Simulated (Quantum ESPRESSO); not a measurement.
# Si (I4/mmm) in Quantum ESPRESSO: further runs

Runs on Si. Level: LDA. Tasks: energy-loss spectrum.

Everything below comes from runs of Quantum ESPRESSO 7.5. Logs are shortened: lines on timing, memory, paths and dates and some standing lists are left out, and cuts for length are marked.

## 1. Starting point

It takes space group I4/mmm (No. 139, tetragonal). Conventional cell: a = 3.254 Å, b = 3.254 Å, c = 2.641 Å, α = 90.00°, β = 90.00°, γ = 90.00°. Si (site symmetry 4/mmm) is surrounded by 10 Si at 2.64 to 2.65 Å.

This isn't the form of Si at room conditions, which is diamond.

## 2. Energy-loss spectrum, LDA

pw.in reads:

```
&CONTROL
  calculation = 'scf'
  prefix = 'pwscf'
  outdir = './tmp'
  pseudo_dir = './pseudo'
  tprnfor = .true.
  tstress = .true.
  disk_io = 'low'
  verbosity = 'high'
/
&SYSTEM
  ibrav = 0
  celldm(1) = 8
  nat = 1
  ntyp = 1
  ecutwfc = 26
  nbnd = 7
  occupations = 'smearing'
  smearing = 'gaussian'
  degauss = 0.00999582
/
&ELECTRONS
  conv_thr = 2d-10
  electron_maxstep = 120
  mixing_beta = 0.5
  mixing_mode = 'TF'
/
ATOMIC_SPECIES
Si    28.0850 Si.upf
CELL_PARAMETERS alat
 -0.3843029557206   0.3843029557206   0.3118827263335
  0.3843029557206  -0.3843029557206   0.3118827263335
  0.3843029557206   0.3843029557206  -0.3118827263335
ATOMIC_POSITIONS crystal
Si     0.0000000000    0.0000000000    0.0000000000
K_POINTS automatic
13 13 13 0 0 0
```

scf2.in reads:

```
&CONTROL
  calculation = 'scf'
  prefix = 'pwscf'
  outdir = './tmp'
  pseudo_dir = './pseudo'
  tprnfor = .true.
  tstress = .true.
  disk_io = 'low'
  verbosity = 'high'
/
&SYSTEM
  ibrav = 0
  celldm(1) = 8
  nat = 1
  ntyp = 1
  ecutwfc = 26
  nbnd = 7
  occupations = 'smearing'
  smearing = 'gaussian'
  degauss = 0.00999582
/
&ELECTRONS
  conv_thr = 1d-11
  electron_maxstep = 120
  mixing_beta = 0.5
  mixing_mode = 'TF'
  startingpot = 'file'
  startingwfc = 'file'
/
ATOMIC_SPECIES
Si    28.0850 Si.upf
CELL_PARAMETERS alat
 -0.3843029557206   0.3843029557206   0.3118827263335
  0.3843029557206  -0.3843029557206   0.3118827263335
  0.3843029557206   0.3843029557206  -0.3118827263335
ATOMIC_POSITIONS crystal
Si     0.0000000000    0.0000000000    0.0000000000
K_POINTS automatic
13 13 13 0 0 0
```

eels.in reads:

```
&LR_INPUT
  prefix = 'pwscf'
  outdir = './tmp'
  restart_step = 5000
  restart = .false.
/
&LR_CONTROL
  calculator = 'lanczos'
  approximation = 'TDDFT'
  q1 = 0.1945004581
  q2 = 0.1945004581
  q3 = 0.1945004581
  itermax = 400
/
```

spectrum.in reads:

```
&LR_INPUT
  prefix = 'pwscf'
  outdir = './tmp'
  eels = .true.
  itermax0 = 400
  itermax = 20000
  extrapolation = 'osc'
  epsil = 0.02
  units = 1
  start = 0
  end = 40
  increment = 0.2
/
```

spectrum_short.in reads:

```
&LR_INPUT
  prefix = 'pwscf'
  outdir = './tmp'
  eels = .true.
  itermax0 = 266
  itermax = 20000
  extrapolation = 'osc'
  epsil = 0.02
  units = 1
  start = 0
  end = 40
  increment = 0.2
/
```

Potentials or basis: PseudoDojo 0.4.1 SR LDA standard.

Run with:

```console
$ OMP_NUM_THREADS=1 pw.x -in pw.in > pw.out
$ OMP_NUM_THREADS=1 pw.x -in scf2.in > scf2.out
$ OMP_NUM_THREADS=1 turbo_eels.x -in eels.in > eels.out
$ OMP_NUM_THREADS=1 turbo_spectrum.x -in spectrum.in > spectrum.out
$ OMP_NUM_THREADS=1 turbo_spectrum.x -in spectrum_short.in > spectrum_short.out
```

pw.out:

```text
This program is part of the open-source Quantum ESPRESSO suite
     for quantum simulation of materials; please cite
[... 9 lines left out ...]
     --------------------
     sticks:   dense  smooth     PW     G-vecs:    dense   smooth      PW
     Sum         187     187     61                 1701     1701     361

     Using Slab Decomposition

     bravais-lattice index     =            0
     lattice parameter (alat)  =       8.0000  a.u.
     unit-cell volume          =      94.3341 (a.u.)^3
     number of atoms/cell      =            1
     number of atomic types    =            1
     number of electrons       =         4.00
     number of Kohn-Sham states=            7
     kinetic-energy cutoff     =      26.0000  Ry
     charge density cutoff     =     104.0000  Ry
     scf convergence threshold =      2.0E-10
     mixing beta               =       0.5000
     number of iterations used =            8  TF        mixing
     Exchange-correlation= SLA  PW   NOGX NOGC
                           (   1   4   0   0   0   0   0)

     celldm(1)=   8.000000  celldm(2)=   0.000000  celldm(3)=   0.000000
     celldm(4)=   0.000000  celldm(5)=   0.000000  celldm(6)=   0.000000

     crystal axes: (cart. coord. in units of alat)
               a(1) = (  -0.384303   0.384303   0.311883 )
               a(2) = (   0.384303  -0.384303   0.311883 )
               a(3) = (   0.384303   0.384303  -0.311883 )

     reciprocal axes: (cart. coord. in units 2 pi/alat)
               b(1) = (  0.000000  1.301057  1.603167 )
               b(2) = (  1.301057  0.000000  1.603167 )
               b(3) = (  1.301057  1.301057  0.000000 )

     PseudoPot. # 1 for Si read from file:
     Si.upf
     Pseudo is Norm-conserving + core correction, Zval =  4.0
     Generated using ONCVPSP code by D. R. Hamann
     Using radial grid of 1510 points,  6 beta functions with:
                l(1) =   0
                l(2) =   0
                l(3) =   1
                l(4) =   1
                l(5) =   2
                l(6) =   2

     atomic species   valence    mass     pseudopotential
[... 587 lines left out ...]
             6 MiB allocation reported by mallinfo(arena+hblkhd)
------------------
     ethr =  1.00E-02,  avg # of iterations =  5.7

     Threshold (ethr) on eigenvalues was too large:
     Diagonalizing with lowered threshold

     Davidson diagonalization with overlap

---- Real-time Memory Report at c_bands before calling an iterative solver
            30 MiB given to the printing process from OS
             7 MiB allocation reported by mallinfo(arena+hblkhd)
------------------
     ethr =  1.03E-04,  avg # of iterations =  3.7
[... 31 lines left out ...]
---- Real-time Memory Report at c_bands before calling an iterative solver
            30 MiB given to the printing process from OS
             7 MiB allocation reported by mallinfo(arena+hblkhd)
------------------
     c_bands:  2 eigenvalues not converged
     ethr =  6.20E-08,  avg # of iterations =  4.1

     total energy              =      -8.49500099 Ry
     estimated scf accuracy    <       0.00000011 Ry

     iteration #  5     ecut=    26.00 Ry     beta= 0.50
     Davidson diagonalization with overlap
[... 37 lines left out ...]
---- Real-time Memory Report at c_bands before calling an iterative solver
            30 MiB given to the printing process from OS
             7 MiB allocation reported by mallinfo(arena+hblkhd)
------------------
     ethr =  6.19E-12,  avg # of iterations =  1.0

     End of self-consistent calculation

          k = 0.0000 0.0000 0.0000 (   193 PWs)   bands (ev):

    -3.7470  20.5760  20.9684  20.9684  23.9577  24.6050  26.1644

     occupation numbers
     1.0000   0.0000   0.0000   0.0000   0.0000   0.0000   0.0000
[... 1363 lines left out ...]
     occupation numbers
     1.0000   1.0000   1.0000   0.0000   0.0000   0.0000   0.0000

     the Fermi energy is    10.9288 ev

!    total energy              =      -8.49500100 Ry
     estimated scf accuracy    <          7.9E-13 Ry
     smearing contrib. (-TS)   =      -0.00040240 Ry
     internal energy E=F+TS    =      -8.49459860 Ry

     The total energy is F=E-TS. E is the sum of the following terms:
     one-electron contribution =       4.77310848 Ry
     hartree contribution      =       0.03786790 Ry
     xc contribution           =      -3.17224813 Ry
     ewald contribution        =     -10.13332686 Ry

     convergence has been achieved in   8 iterations

     Forces acting on atoms (cartesian axes, Ry/au):

     atom    1 type  1   force =     0.00000000    0.00000000    0.00000000
     The non-local contrib.  to forces
     atom    1 type  1   force =     0.00000000    0.00000000    0.00000000
     The ionic contribution  to forces
     atom    1 type  1   force =    -0.00000000   -0.00000000   -0.00000000
     The local contribution  to forces
     atom    1 type  1   force =     0.00000000    0.00000000    0.00000000
     The core correction contribution to forces
     atom    1 type  1   force =     0.00000000    0.00000000    0.00000000
     The Hubbard contrib.    to forces
     atom    1 type  1   force =     0.00000000    0.00000000    0.00000000
     The SCF correction term to forces
     atom    1 type  1   force =     0.00000000    0.00000000   -0.00000000

     Total force =     0.000000     Total SCF correction =     0.000000

     Computing stress (Cartesian axis) and pressure

          total   stress  (Ry/bohr**3)                   (kbar)     P=       -5.60
   0.00002919  -0.00000000  -0.00000000            4.29       -0.00       -0.00
  -0.00000000   0.00002919  -0.00000000           -0.00        4.29       -0.00
  -0.00000000  -0.00000000  -0.00017263           -0.00       -0.00      -25.39

     kinetic stress (kbar)   3373.03      0.00      0.00
                                0.00   3373.03      0.00
                                0.00      0.00   3238.63

     local   stress (kbar)    726.55      0.00      0.00
                                0.00    726.55      0.00
                                0.00      0.00    237.62

     nonloc. stress (kbar)   2758.47      0.00      0.00
                                0.00   2758.47      0.00
                                0.00      0.00   2745.51

     hartree stress (kbar)      6.00     -0.00     -0.00
                               -0.00      6.00     -0.00
                               -0.00     -0.00     47.05

     exc-cor stress (kbar)   -252.88      0.00      0.00
                                0.00   -252.88      0.00
                                0.00      0.00   -252.88

     corecor stress (kbar)  -1150.89      0.00      0.00
                                0.00  -1150.89      0.00
                                0.00      0.00  -1151.36

     ewald   stress (kbar)  -5455.99      0.00     -0.00
                                0.00  -5455.99     -0.00
                               -0.00     -0.00  -4889.97

     hubbard stress (kbar)      0.00      0.00      0.00
                                0.00      0.00      0.00
                                0.00      0.00      0.00

     DFT-D   stress (kbar)      0.00      0.00      0.00
                                0.00      0.00      0.00
                                0.00      0.00      0.00

     XDM     stress (kbar)      0.00      0.00      0.00
                                0.00      0.00      0.00
                                0.00      0.00      0.00

     dft-nl  stress (kbar)      0.00      0.00      0.00
                                0.00      0.00      0.00
                                0.00      0.00      0.00

     TS-vdW  stress (kbar)      0.00      0.00      0.00
                                0.00      0.00      0.00
                                0.00      0.00      0.00

     MDB     stress (kbar)      0.00      0.00      0.00
                                0.00      0.00      0.00
                                0.00      0.00      0.00

     3D-RISM stress (kbar)      0.00      0.00      0.00
                                0.00      0.00      0.00
                                0.00      0.00      0.00

=------------------------------------------------------------------------------=
   JOB DONE.
=------------------------------------------------------------------------------=
```

scf2.out:

```text
This program is part of the open-source Quantum ESPRESSO suite
     for quantum simulation of materials; please cite
[... 9 lines left out ...]
     --------------------
[... 2107 lines left out ...]
                                0.00      0.00      0.00

     MDB     stress (kbar)      0.00      0.00      0.00
                                0.00      0.00      0.00
                                0.00      0.00      0.00

     3D-RISM stress (kbar)      0.00      0.00      0.00
                                0.00      0.00      0.00
                                0.00      0.00      0.00

=------------------------------------------------------------------------------=
   JOB DONE.
=------------------------------------------------------------------------------=
```

eels.out:

```text
This program is part of the open-source Quantum ESPRESSO suite
     for quantum simulation of materials; please cite
         "P. Giannozzi et al., J. Phys.:Condens. Matter 21 395502 (2009);
         "P. Giannozzi et al., J. Phys.:Condens. Matter 29 465901 (2017);
         "P. Giannozzi et al., J. Chem. Phys. 152 154105 (2020);
     in publications or presentations arising from this work. More details at

[... 309 lines left out ...]
     gamma(00000400)= 12.964831
     z1=       1 -0.171753860033498E-02  0.700676853250641E-12
     End of Lanczos iterations

     Finished linear response calculation...

     US routines

     EELS routines

=------------------------------------------------------------------------------=
   JOB DONE.
=------------------------------------------------------------------------------=
```

It took 7.4 min on 1 thread of AMD EPYC 7R43 (Zen 3), shared host; peak memory 0.32 GiB.

These settings aren't checked as converged (typed here: mixing_mode = TF; verbose = yes; ecut_scale = 0.8): the numbers below hold their error.

Results:

```
Free energy                      : -115.5804 eV
Pressure                         : -0.6 GPa
Band gap on the k mesh           : none (metal or under the smearing width)
Peak of the energy-loss function : 19.6 eV
```

[end of part 1 of 2]
